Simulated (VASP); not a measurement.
# SrCl2 (I4/mmm) in VASP: notebook, part 2 of 2

VASP 6.6.1.

**3. Single point, PBE**

This run uses another cell than the first one, of the same volume but with other edges.

INCAR

```
SYSTEM = SrCl2
PREC = Accurate ; ENCUT = 520
EDIFF = 1E-6 ; ISMEAR = 0
SIGMA = 0.05 ; LREAL = .FALSE.
LASPH = .TRUE. ; NELM = 100
ALGO = Fast ; ISIF = 2
LWAVE = .FALSE. ; LCHARG = .FALSE.
GGA = PE ; NBANDS = 19
```

KPOINTS

```
regular mesh
0
G
  6 6 6
  0 0 0
```

POSCAR

```
SrCl2
1.0
    0.0000000000      3.1936253700      4.1517129810
    3.1936253700      0.0000000000      4.1517129810
    3.1936253700      3.1936253700      0.0000000000
Sr Cl
1 2
Direct
    0.0000000000      0.0000000000      0.0000000000
    0.2500000000      0.2500000000      0.2500000000
    0.7500000000      0.7500000000      0.7500000000
```

Potentials or basis: VASP PAW PBE potentials, release 64 (Sr_sv, Cl).

Run with:

```console
$ cat potpaw_PBE.64/Sr_sv/POTCAR potpaw_PBE.64/Cl/POTCAR > POTCAR
$ mpirun -np 1 vasp_std > vasp.out
```

OUTCAR:

```text
SYSTEM = SrCl2
   PREC = Accurate
   ENCUT = 520
   EDIFF = 1E-6
   ISMEAR = 0
   LREAL = .FALSE.
   LASPH = .TRUE.
   NELM = 100
   ISIF = 2
   GGA = PE

 ion  position               nearest neighbor table
   1  0.000  0.000  0.000-   2 3.07   3 3.07   3 3.07   3 3.07   3 3.07   2 3.07   2 3.07   2 3.07

   2  0.250  0.250  0.250-   1 3.07   1 3.07   1 3.07   1 3.07
   3  0.750  0.750  0.750-   1 3.07   1 3.07   1 3.07   1 3.07

  LATTYP: Found a body centered tetragonal cell.
 ALAT       =     4.5164683114
 C/A-ratio  =     1.8384776311

  Lattice vectors:

 A1 = (  -3.1936253700,   0.0000000000,   4.1517129810)
 A2 = (   3.1936253700,   0.0000000000,   4.1517129810)
 A3 = (   0.0000000000,   3.1936253700,  -4.1517129810)

Analysis of symmetry for initial positions (statically):
=====================================================================
 Subroutine PRICEL returns:
 Original cell was already a primitive cell.

 Routine SETGRP: Setting up the symmetry group for a
 body centered tetragonal supercell.

 Subroutine GETGRP returns: Found 16 space group operations
 (whereof 16 operations were pure point group operations)
 out of a pool of 16 trial point group operations.

The static configuration has the point symmetry D_4h.

Analysis of symmetry for dynamics (positions and initial velocities):
=====================================================================
 Subroutine PRICEL returns:
 Original cell was already a primitive cell.

 Routine SETGRP: Setting up the symmetry group for a
 body centered tetragonal supercell.

 Subroutine GETGRP returns: Found 16 space group operations
 (whereof 16 operations were pure point group operations)
 out of a pool of 16 trial point group operations.

The dynamic configuration has the point symmetry D_4h.

 Subroutine INISYM returns: Found 16 space group operations
 (whereof 16 operations are pure point group operations),
 and found     1 'primitive' translations

----------------------------------------------------------------------------------------

                                     Primitive cell

  volume of cell :      84.6887

  direct lattice vectors                    reciprocal lattice vectors
     0.000000000  3.193625370  4.151712981    -0.156561883  0.156561883  0.120432217
     3.193625370  0.000000000  4.151712981     0.156561883 -0.156561883  0.120432217
     3.193625370  3.193625370  0.000000000     0.156561883  0.156561883 -0.120432217

  length of vectors
     5.237935059  5.237935059  4.516468311     0.252045958  0.252045958  0.252045958

  position of ions in fractional coordinates (direct lattice)
     0.000000000  0.000000000  0.000000000
     0.250000000  0.250000000  0.250000000
     0.750000000  0.750000000  0.750000000

  ion indices of the primitive-cell ions
   primitive index   ion index
                 1           1
                 2           2
                 3           3

----------------------------------------------------------------------------------------

 KPOINTS: regular mesh

Automatic generation of k-mesh.
 Grid dimensions read from file:
 generate k-points for:    6    6    6

 Generating k-lattice:

  Cartesian coordinates                     Fractional coordinates (reciprocal lattice)
    -0.026093647  0.026093647  0.020072036     0.166666667  0.000000000  0.000000000
     0.026093647 -0.026093647  0.020072036     0.000000000  0.166666667  0.000000000
     0.026093647  0.026093647 -0.020072036     0.000000000  0.000000000  0.166666667

  Length of vectors
     0.042007660  0.042007660  0.042007660

  Shift w.r.t. Gamma in fractional coordinates (k-lattice)
     0.000000000  0.000000000  0.000000000

 Subroutine IBZKPT returns following result:
 ===========================================

 Found     30 irreducible k-points:

 Following reciprocal coordinates:
            Coordinates               Weight
  0.000000  0.000000  0.000000      1.000000
  0.166667  0.000000  0.000000      8.000000
  0.333333  0.000000  0.000000      8.000000
  0.500000  0.000000  0.000000      4.000000
  0.166667  0.166667  0.000000      2.000000
  0.333333  0.166667  0.000000      8.000000
[... 16 lines left out ...]
  0.333333  0.000000  0.333333      4.000000
  0.500000  0.000000  0.333333     16.000000
 [... further k-points ...]
   k-points           NKPTS =     30   k-points in BZ     NKDIM =     30   number of bands    NBANDS=     19
   number of dos      NEDOS =    301   number of ions     NIONS =      3
   total plane-waves  NPLWV =  57600
   dimension x,y,z NGX =    40 NGY =   40 NGZ =   36
   dimension x,y,z NGXF=    80 NGYF=   80 NGZF=   72
   ions per type =               1   2
   NGX,Y,Z   is equivalent  to a cutoff of  12.70, 12.70, 13.25 a.u.
   NGXF,Y,Z  is equivalent  to a cutoff of  25.39, 25.39, 26.50 a.u.
 SYSTEM =  SrCl2
   PREC   = accura    normal or accurate (medium, high low for compatibility)
   ISTART =      0    job   : 0-new  1-cont  2-samecut
   ICHARG =      2    charge: 1-file 2-atom 10-const
   ISPIN  =      1    spin polarized calculation?
   LNONCOLLINEAR =      F non collinear calculations
   LSORBIT =      F    spin-orbit coupling
   LASPH  =      T    aspherical Exc in radial PAW
   ENCUT  =  520.0 eV  38.22 Ry    6.18 a.u.   9.74  9.74  8.40*2*pi/ulx,y,z
   NELM   =    100;   NELMIN=  2; NELMDL= -5     # of ELM steps
   EDIFF  = 0.1E-05   stopping-criterion for ELM
   LREAL  =      F    real-space projection
   EDIFFG = 0.1E-04   stopping-criterion for IOM
   NSW    =      0    number of steps for IOM
   IBRION =     -1    ionic relax: 0-MD 1-quasi-New 2-CG
   NFREE  =      0    steps in history (QN), initial steepest desc. (CG)
   ISIF   =      2    stress and relaxation
   ISYM   =      2    0-nonsym 1-usesym 2-fastsym
   POTIM  = 0.5000    time-step for ionic-motion
   TEBEG  =    0.0;   TEEND  =   0.0 temperature during run
   PSTRESS=    0.0 pullay stress
   NELECT =      24.0000    total number of electrons
   NUPDOWN=      -1.0000    fix difference up-down
   EMIN   =  10.00;   EMAX   =-10.00  energy-range for DOS
   EFERMI =   0.00;   METHOD = LEGACY
   ISMEAR =     0;   SIGMA  =   0.05  broadening in eV -4-tet -1-fermi 0-gaus
   EFERMI_NEDOS =   21; number of points for ismear=-14 and -15
   IALGO  =     68    algorithm
   IMIX   =      4    mixing-type and parameters
     AMIX     =   0.40;   BMIX     =  1.00
     AMIX_MAG =   1.60;   BMIX_MAG =  1.00
  volume/ion in A,a.u.               =      28.23       190.50
  Fermi-wavevector in a.u.,A,eV,Ry     =   1.075318  2.032056 15.732530  1.156308
  Thomas-Fermi vector in A             =   2.211171
   LORBIT       =      0    0 simple, 1 ext, 2 COOP (PROOUT), +10 PAW based schemes
   GGA     = PE    functional components
   LHFCALC =     F    Hartree Fock is set to
   AEXX    =    0.0000 exact exchange contribution
   IVDW    =     0    specifies the selected vdW correction
   LEPSILON=     F    determine dielectric tensor
   LRPA    =     F    only Hartree local field effects (RPA)
 non-spin polarized calculation
 RMM-DIIS sequential band-by-band and
 Gauss-broadening in eV      SIGMA  =   0.05
  energy-cutoff  :      520.00
  volume of cell :       84.69
 maximum number of plane-waves:      2299
   NGX = 19   NGY = 19   NGZ = 17

 number of electron      23.9999999 magnetization

 Free energy of the ion-electron system (eV)
  ---------------------------------------------------
  ext. energy  EPLUGINS =         0.00000000
  ---------------------------------------------------
  free energy    TOTEN  =       -12.12912159 eV

  energy without entropy =      -12.12912159  energy(sigma->0) =      -12.12912159

 E-fermi :   1.4941     XC(G=0):  -8.2974

 val. band max:        1.2187186318   @ k =   0.5000   0.0000   0.5000
 cond. band min:       4.2765869666   @ k =   0.0000   0.0000   0.0000
 fundamental gap:      3.0578683348
 Fermi energy:         1.4941427760

 k-point     1 :       0.0000    0.0000    0.0000
  band No.  band energies     occupation
      1     -32.9105      2.00000
      2     -14.9120      2.00000
      3     -14.9120      2.00000
      4     -14.8161      2.00000
      5     -12.9760      2.00000
      6     -11.8211      2.00000
[... 11 lines left out ...]
     18       9.0980      0.00000
     19       9.5337      0.00000
[... 489 lines left out ...]
      3     -14.9821      2.00000
      4     -14.8376      2.00000
      5     -12.3359      2.00000
      6     -12.1920      2.00000
[... 11 lines left out ...]
     18       9.1333      0.00000
     19       9.5896      0.00000

 [... further k-points ...]

------------------------ aborting loop because EDIFF is reached ----------------------------------------

  FORCE on cell =-STRESS in cart. coord.  units (eV):
  Direction    XX          YY          ZZ          XY          YZ          ZX
  --------------------------------------------------------------------------------------
  -------------------------------------------------------------------------------------
  Total        3.4571499      3.4571499     -4.4712435      0.0000000      0.0000000      0.0000000
  in kB       65.4038831     65.4038831    -84.5889531      0.0000000      0.0000000      0.0000000
  external PRESSURE =      15.4062710 kB  Pullay stress =       0.0000000 kB

 VOLUME and BASIS-vectors are now :
 -----------------------------------------------------------------------------
  energy-cutoff  :      520.00
  volume of cell :       84.69
      direct lattice vectors                 reciprocal lattice vectors
     0.000000000  3.193625370  4.151712981    -0.156561883  0.156561883  0.120432217
     3.193625370  0.000000000  4.151712981     0.156561883 -0.156561883  0.120432217
     3.193625370  3.193625370  0.000000000     0.156561883  0.156561883 -0.120432217

 POSITION                                       TOTAL-FORCE (eV/Angst)
 -----------------------------------------------------------------------------------
      0.00000      0.00000      0.00000        -0.000000      0.000000      0.000000
      1.59681      1.59681      2.07586        -0.000000     -0.000000     -0.000000
      4.79044      4.79044      6.22757         0.000000      0.000000      0.000000
 -----------------------------------------------------------------------------------
    total drift:                               -0.000000     -0.000000      0.000000

  FREE ENERGIE OF THE ION-ELECTRON SYSTEM (eV)
  ---------------------------------------------------
  free  energy   TOTEN  =       -12.1291215863 eV

  energy  without entropy=      -12.1291215863  energy(sigma->0) =      -12.12912159
```

OSZICAR:

```text
N       E                     dE             d eps       ncg     rms          rms(c)
DAV:   1     0.133063026631E+03    0.13306E+03   -0.11410E+04  1140   0.113E+03
DAV:   2    -0.389134574041E+01   -0.13695E+03   -0.13388E+03  1500   0.221E+02
DAV:   3    -0.123566714449E+02   -0.84653E+01   -0.84360E+01  1583   0.532E+01
DAV:   4    -0.125658040005E+02   -0.20913E+00   -0.20885E+00  1788   0.738E+00
DAV:   5    -0.125680970571E+02   -0.22931E-02   -0.22929E-02  1615   0.764E-01    0.117E+01
RMM:   6    -0.121419338216E+02    0.42616E+00   -0.62420E-01  1357   0.367E+00    0.714E+00
RMM:   7    -0.121222759001E+02    0.19658E-01   -0.51630E-01  1472   0.359E+00    0.251E+00
RMM:   8    -0.121287304009E+02   -0.64545E-02   -0.65093E-02  1389   0.164E+00    0.756E-01
RMM:   9    -0.121274709171E+02    0.12595E-02   -0.70084E-03  1609   0.474E-01    0.241E-01
RMM:  10    -0.121292321836E+02   -0.17613E-02   -0.36068E-03  1540   0.323E-01    0.257E-01
RMM:  11    -0.121290399552E+02    0.19223E-03   -0.10100E-03  1653   0.158E-01    0.347E-02
RMM:  12    -0.121291057575E+02   -0.65802E-04   -0.28137E-04  1654   0.854E-02    0.452E-02
RMM:  13    -0.121291167970E+02   -0.11040E-04   -0.86575E-05  1742   0.423E-02    0.106E-02
RMM:  14    -0.121291206540E+02   -0.38570E-05   -0.24616E-05  1726   0.214E-02    0.762E-03
RMM:  15    -0.121291215863E+02   -0.93228E-06   -0.69340E-06  1400   0.104E-02
   1 F= -.12129122E+02 E0= -.12129122E+02  d E =-.183012E-16
```

stdout:

```text
POSCAR found type information on POSCAR SrCl
 POSCAR found :  2 types and       3 ions
 scaLAPACK will be used
 LDA part: xc-table for (Slater+PW92), standard interpolation
 POSCAR, INCAR and KPOINTS ok, starting setup
 FFT: planning ... GRIDC
 FFT: planning ... GRID_SOFT
 FFT: planning ... GRID
 WAVECAR not read
 entering main loop
```

Wall time 69 s (1 thread of Intel Xeon Platinum 8375C at 2.90GHz (Ice Lake), shared host); peak memory 0.24 GiB.

What came out:

- Free energy: -12.1291 eV
- Pressure: 1.5 GPa
- Band gap on the k mesh: 3.06 eV, indirect (least direct gap 3.43 eV)

**4. Single point, PBE**

This run uses another cell than the first one, of the same volume but with other edges.

INCAR

```
PREC     = Accurate       # precision mode
ENCUT    = 520            # plane-wave cutoff, eV
EDIFF    = 1E-7           # SCF threshold, eV
ISMEAR   = 0              # smearing method
SIGMA    = 0.05           # smearing width, eV
LREAL    = False          # projectors in reciprocal space
LASPH    = True           # aspherical terms in the spheres
NELM     = 80             # most SCF steps
ALGO     = Fast           # electronic algorithm
ISIF     = 2              # what is computed and relaxed
LWAVE    = False          # write WAVECAR
LCHARG   = False          # write CHGCAR
GGA      = PE             # functional
NBANDS   = 19             # bands
```

KPOINTS

```
regular mesh
0
Gamma
  6 6 6
```

POSCAR

```
SrCl2
1.0
    0.0000000000      3.1053838061      4.3910127018
    3.1053838061      0.0000000000      4.3910127018
    3.1053838061      3.1053838061      0.0000000000
Sr Cl
1 2
Direct
    0.0000000000      0.0000000000      0.0000000000
    0.2500000000      0.2500000000      0.2500000000
    0.7500000000      0.7500000000      0.7500000000
```

Potentials or basis: VASP PAW PBE potentials, release 64 (Sr_sv, Cl).

Run with:

```console
$ cat potpaw_PBE.64/Sr_sv/POTCAR potpaw_PBE.64/Cl/POTCAR > POTCAR
$ mpirun -np 1 vasp_std > vasp.out
```

OUTCAR:

```text
PREC = Accurate
   ENCUT = 520
   EDIFF = 1E-7
   ISMEAR = 0
   LREAL = False
   LASPH = True
   NELM = 80
   ISIF = 2
   GGA = PE

 ion  position               nearest neighbor table
   1  0.000  0.000  0.000-   3 3.11   3 3.11   3 3.11   2 3.11   3 3.11   2 3.11   2 3.11   2 3.11

   2  0.250  0.250  0.250-   1 3.11   1 3.11   1 3.11   1 3.11
   3  0.750  0.750  0.750-   1 3.11   1 3.11   1 3.11   1 3.11

  LATTYP: Found a body centered tetragonal cell.
 ALAT       =     4.3916758950
 C/A-ratio  =     1.9996979772

  Lattice vectors:

 A1 = (  -3.1053838061,   0.0000000000,   4.3910127018)
 A2 = (   3.1053838061,   0.0000000000,   4.3910127018)
 A3 = (   0.0000000000,   3.1053838061,  -4.3910127018)

Analysis of symmetry for initial positions (statically):
=====================================================================
 Subroutine PRICEL returns:
 Original cell was already a primitive cell.

 Routine SETGRP: Setting up the symmetry group for a
 body centered tetragonal supercell.

 Subroutine GETGRP returns: Found 16 space group operations
 (whereof 16 operations were pure point group operations)
[... 165 lines left out ...]

  energy without entropy =      -11.59001459  energy(sigma->0) =      -11.59001459

 E-fermi :   2.0940     XC(G=0):  -8.3046

 val. band max:        1.7735120889   @ k =   0.5000   0.0000   0.5000
 cond. band min:       3.7783561789   @ k =   0.0000   0.0000   0.0000
 fundamental gap:      2.0048440900
 Fermi energy:         2.0939781140

 k-point     1 :       0.0000    0.0000    0.0000
  band No.  band energies     occupation
      1     -33.0807      2.00000
      2     -15.0809      2.00000
      3     -15.0809      2.00000
      4     -14.9388      2.00000
      5     -12.8381      2.00000
      6     -11.4762      2.00000
[... 505 lines left out ...]
      6     -12.0014      2.00000
[... 11 lines left out ...]
     18       8.9879      0.00000
     19       9.3169      0.00000

 [... further k-points ...]

------------------------ aborting loop because EDIFF is reached ----------------------------------------

  FORCE on cell =-STRESS in cart. coord.  units (eV):
  Direction    XX          YY          ZZ          XY          YZ          ZX
  --------------------------------------------------------------------------------------
  -------------------------------------------------------------------------------------
  Total        4.8036734      4.8036734     -6.6142578      0.0000000      0.0000000      0.0000000
  in kB       90.8780081     90.8780081   -125.1314395      0.0000000      0.0000000      0.0000000
  external PRESSURE =      18.8748589 kB  Pullay stress =       0.0000000 kB

 VOLUME and BASIS-vectors are now :
 -----------------------------------------------------------------------------
  energy-cutoff  :      520.00
  volume of cell :       84.69
      direct lattice vectors                 reciprocal lattice vectors
     0.000000000  3.105383806  4.391012702    -0.161010693  0.161010693  0.113868949
     3.105383806  0.000000000  4.391012702     0.161010693 -0.161010693  0.113868949
     3.105383806  3.105383806  0.000000000     0.161010693  0.161010693 -0.113868949

 POSITION                                       TOTAL-FORCE (eV/Angst)
 -----------------------------------------------------------------------------------
      0.00000      0.00000      0.00000         0.000000      0.000000      0.000000
      1.55269      1.55269      2.19551        -0.000000     -0.000000      0.000000
      4.65808      4.65808      6.58652         0.000000      0.000000      0.000000
 -----------------------------------------------------------------------------------
    total drift:                               -0.000000     -0.000000      0.000000

  FREE ENERGIE OF THE ION-ELECTRON SYSTEM (eV)
  ---------------------------------------------------
  free  energy   TOTEN  =       -11.5900145920 eV

  energy  without entropy=      -11.5900145920  energy(sigma->0) =      -11.59001459
```

OSZICAR:

```text
N       E                     dE             d eps       ncg     rms          rms(c)
DAV:   1     0.139978587818E+03    0.13998E+03   -0.11450E+04  1140   0.113E+03
DAV:   2    -0.242082619421E+01   -0.14240E+03   -0.13770E+03  1523   0.220E+02
DAV:   3    -0.118186036888E+02   -0.93978E+01   -0.93614E+01  1391   0.558E+01
[... 11 lines left out ...]
RMM:  15    -0.115900138282E+02   -0.10404E-05   -0.85577E-06  1902   0.112E-02    0.161E-03
RMM:  16    -0.115900142487E+02   -0.42054E-06   -0.26157E-06  1589   0.593E-03    0.158E-03
RMM:  17    -0.115900144193E+02   -0.17057E-06   -0.95719E-07  1398   0.370E-03    0.106E-03
RMM:  18    -0.115900145887E+02   -0.16944E-06   -0.40350E-07  1288   0.288E-03    0.316E-04
RMM:  19    -0.115900145920E+02   -0.32940E-08   -0.17022E-07  1082   0.165E-03
   1 F= -.11590015E+02 E0= -.11590015E+02  d E =-.443568E-21
```

stdout:

```text
POSCAR found type information on POSCAR SrCl
 POSCAR found :  2 types and       3 ions
 scaLAPACK will be used
 LDA part: xc-table for (Slater+PW92), standard interpolation
 POSCAR, INCAR and KPOINTS ok, starting setup
 FFT: planning ... GRIDC
 FFT: planning ... GRID_SOFT
 FFT: planning ... GRID
 WAVECAR not read
 entering main loop
WARNING in EDDRMM: call to ZHEGV failed, returncode =   8  4     14
 num prob  num prob  num prob  num prob RMM:  19    -0.115900145920E+02   -0.32940E-08   -0.17022E-07  1082   0.165E-03
```

Wall time 79 s (1 thread of Intel Xeon Platinum 8375C at 2.90GHz (Ice Lake), shared host); peak memory 0.25 GiB.

Results:

* Free energy: -11.5900 eV
* Pressure: 1.9 GPa
* Band gap on the k mesh: 2.00 eV, indirect (least direct gap 2.43 eV)

A k mesh can miss the band edges. A hybrid or GW would open this gap; PBE tends to underestimate it.
